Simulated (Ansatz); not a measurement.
# C: a line through an energy map, part 2 of 2

How does the energy of C (P6_3/mmc, No. 194; 4 atoms in the cell) vary with volume per atom, at c/a of the conventional cell = 1.770?

Ansatz 0.2.0; DFT LDA, scalar-relativistic, plane waves, PAW.

**9. Grid point (5.963 Å³, 1.770)**

A COD entry behind a cell of this session may itself be a prediction, so a difference from it is no test against experiment.

Input file input.yaml:

```yaml
crystal:
  lattice:
    - [2.4966442259, 0.0, 0.0]
    - [-1.248322113, 2.1621573239, 0.0]
    - [0.0, 0.0, 4.4185609511]
  atoms:
    - { symbol: C, position: [0.3333333333, 0.6666666667, 0.0628256308] }
    - { symbol: C, position: [0.6666666667, 0.3333333333, 0.5628256308] }
    - { symbol: C, position: [0.3333333333, 0.6666666667, 0.4371743692] }
    - { symbol: C, position: [0.6666666667, 0.3333333333, 0.9371743692] }
basis:
  ecutwfc: 520.0
kpoints:
  mp_grid: { grid: [12, 12, 6] }
hamiltonian:
  xc: lda
  pseudopotentials: { kind: paw, azcp: { folder: soft_1 } }
scf:
  occupations: { method: gaussian, width: 0.05 }
output:
  forces: true
  stress: true
  eigenvalues: true
relax:
  adjacent_minimum: "off"
  f_tol: 0.01
  max_steps: 30
```

Command:

```sh
ansatz run input.yaml --threads 1 --pin off --max-ram 2048MiB --backend cpu --events-out ev --progress --plain --runs-dir out
```

Output, shortened:

```text
[...]
relax step   4: F+E_penalty+E_count = -971.51156079 eV  Δ(F+E_penalty+E_count) = -2.274e-13 eV  max|allowed force component| = 4.995e-3 eV/Å  Δτ_max = 0.0000 Å  (6 SCF iters, accepted)
SCF converged after 6 iterations
Free energy (F): -971.511561 eV
[...]
E sigma→0 (E₀):  -971.511561 eV
Fermi energy:    14.029988 eV
[...]
--- Forces (eV/Å), atoms counted from 1 ---
  atom   1  C      0.00000000     0.00000000    -0.00499505
  atom   2  C     -0.00000000    -0.00000000    -0.00499505
  atom   3  C      0.00000000    -0.00000000     0.00499505
  atom   4  C     -0.00000000    -0.00000000     0.00499505
[...]
--- Stress (GPa, compression-positive) ---
       -7.810333       0.000000       0.000000
       -0.000000      -7.810333       0.000000
        0.000000       0.000000     -70.509384
  P = ⅓ Tr σ = -28.7100 GPa (-287.100 kbar)
--- Band table (eV; the first three rows and the last of 76) ---
  k-point 0: bands = ["-8.5265", "-4.0089", "-0.4927", "10.0515", "10.0515", "12.1317", "12.3212", "12.3212", "15.7382", "18.0674", "18.0674", "21.5947"]
[...]
--- Relaxed structure (4 steps of the walk, 4 accepted, 0 SCFs on fresh bases) ---
  F+E_penalty+E_count = -971.51156079 eV   max|allowed force component| = 4.995e-3 eV/Å
  atoms:
    - { symbol: C, position: [0.3333333333333334, 0.6666666666666667, 0.06113623615835072] }
    - { symbol: C, position: [0.6666666666666667, 0.33333333333333337, 0.5611362361583507] }
    - { symbol: C, position: [0.3333333333333334, 0.6666666666666667, 0.4388637638416494] }
    - { symbol: C, position: [0.6666666666666667, 0.33333333333333337, 0.9388637638416493] }
```

It took 11 s on 1 thread of Arm Neoverse N1, shared host; peak memory 0.29 GiB.

Energy on the map's scale: 95 meV/atom.

**10. Grid point (6.184 Å³, 1.770)**

input.yaml: that of step 9 with these lines changed.

```diff
@@ -2,5 +2,5 @@
   lattice:
-    - [2.4966442259, 0.0, 0.0]
-    - [-1.248322113, 2.1621573239, 0.0]
-    - [0.0, 0.0, 4.4185609511]
+    - [2.5271142883, 0.0, 0.0]
+    - [-1.2635571442, 2.1885451719, 0.0]
+    - [0.0, 0.0, 4.4724868675]
   atoms:
```

Command:

```sh
ansatz run input.yaml --threads 1 --pin off --max-ram 2048MiB --backend cpu --events-out ev --progress --plain --runs-dir out
```

Output, shortened:

```text
Warning: <dir> the record states the generating functional pbe (its physics header spells it `PBE`), which answers neither for hamiltonian.xc's functional nor for the lda family's — results may be inconsistent (PPs are generated against a specific XC)
Warning: output.stress: scf.convergence.dr2_threshold = 1e-7 eV (the SCF's general default) is looser than the 4e-10 eV advised for a printed stress (1e-10 eV for each atom of the cell: 4). What an SCF threshold leaves in a stress goes as its square root, and in the free energy as the [...]
Warning: RAYON_NUM_THREADS=1 ignored (pool sized by the plan → 1); use --threads N
[...]
[... 3 set-up lines as earlier in the session ...]
[...]
Crystal: 4 atoms, lattice volume = 24.736 Å³
Basis set: ecut = 520 eV, 677 PW (Γ)
Bands: 12, of which v1, the nominal top of the filled ones, is band 8 counted from 1 (7 counted from 0)
[... 1 set-up line as earlier in the session ...]
Space group: P63/mmc (ITA 194), of the structure as read, at distance tolerance 2.9e-5 Å
k-points: 76 of 864
[...]
SCF converged after 6 iterations
Free energy (F): -971.320379 eV
[...]
E sigma→0 (E₀):  -971.320379 eV
Fermi energy:    13.293956 eV
[...]
--- Forces (eV/Å), atoms counted from 1 ---
  atom   1  C     -0.00000000     0.00000000    -0.00945487
  atom   2  C      0.00000000     0.00000000    -0.00945487
  atom   3  C     -0.00000000    -0.00000000     0.00945487
  atom   4  C      0.00000000     0.00000000     0.00945487
[...]
--- Stress (GPa, compression-positive) ---
      -21.751303       0.000000       0.000000
       -0.000000     -21.751303       0.000000
        0.000000       0.000000     -77.277196
  P = ⅓ Tr σ = -40.2599 GPa (-402.599 kbar)
--- Band table (eV; the first three rows and the last of 76) ---
  k-point 0: bands = ["-8.6905", "-4.3628", "-0.6820", "9.4739", "9.4739", "11.6286", "11.6286", "11.6359", "14.9520", "17.3729", "17.3729", "20.4673"]
[...]
--- Relaxed structure (4 steps of the walk, 4 accepted, 0 SCFs on fresh bases) ---
  F+E_penalty+E_count = -971.32037933 eV   max|allowed force component| = 9.455e-3 eV/Å
  atoms:
    - { symbol: C, position: [0.3333333333333334, 0.6666666666666667, 0.06038592258087458] }
    - { symbol: C, position: [0.6666666666666667, 0.33333333333333337, 0.5603859225808746] }
    - { symbol: C, position: [0.3333333333333334, 0.6666666666666667, 0.43961407741912545] }
    - { symbol: C, position: [0.6666666666666667, 0.33333333333333337, 0.9396140774191254] }
```

It took 12 s on 1 thread of Arm Neoverse N1, shared host; peak memory 0.29 GiB.

Step by step:

```csv
step,energy from step 1 (eV/cell),largest force component (eV/Å)
1,0.0000,0.5326
2,-0.0078,0.3039
3,-0.0117,0.0095
4,-0.0117,0.0095
```

Step 1 is the start.

That is 142 meV/atom from the zero.

**11. Results**

This closing draws on all 2 parts.

```
volume per atom (Å³)  step  energy (meV/atom)  slope (meV/atom per Å³)  pressure (GPa)  band gap on the k-mesh (eV)
               4.859     3                203                     −477              76                         2.08
               5.079     4                119                     −292              47                         2.40
               5.300     6                 72                     −140              22                         2.70
               5.521     7                 55                      −13               2                         2.99
               5.742     8                 64                       92             −15                         3.25
               5.963     9                 95                      179             −29                         3.42
               6.184    10                142                      251             −40                         3.32
```

Energies count from the relaxed crystal. Slopes come from the forces (and the stress, where the cell changes), not from differences of energies.

| run | outcome |
| --- | --- |
| step 5, run with mp_grid.shift [0.5, 0.5, 0.5], ecutwfc left out (against step 4) | +2.2 meV/atom; the gap on the mesh goes from 2.40 to 2.93 eV |

**Reading.** Along the line the energy is lowest at 5.521 Å³, 55 meV/atom from the zero. A fit to energies and slopes at the lowest point and its two neighbours puts the minimum at 5.5464 Å³, with a curvature of about 510 meV/atom per (Å³)². V·d²E/dV² there is about 450 GPa, a bulk modulus under this line's constraint. The well is lopsided: two grid steps out, the energy rises by 64 meV/atom towards smaller values and 39 meV/atom towards larger ones. The highest point computed, at 4.859 Å³, lies 148 meV/atom above the lowest. This is one cut through a surface in two coordinates; the map's lowest point lies off it. The gap on the mesh closes on part of the grid.

The gaps are Kohn-Sham values of a semilocal functional, not quasiparticle or optical gaps. Such gaps usually fall short of the measured ones.
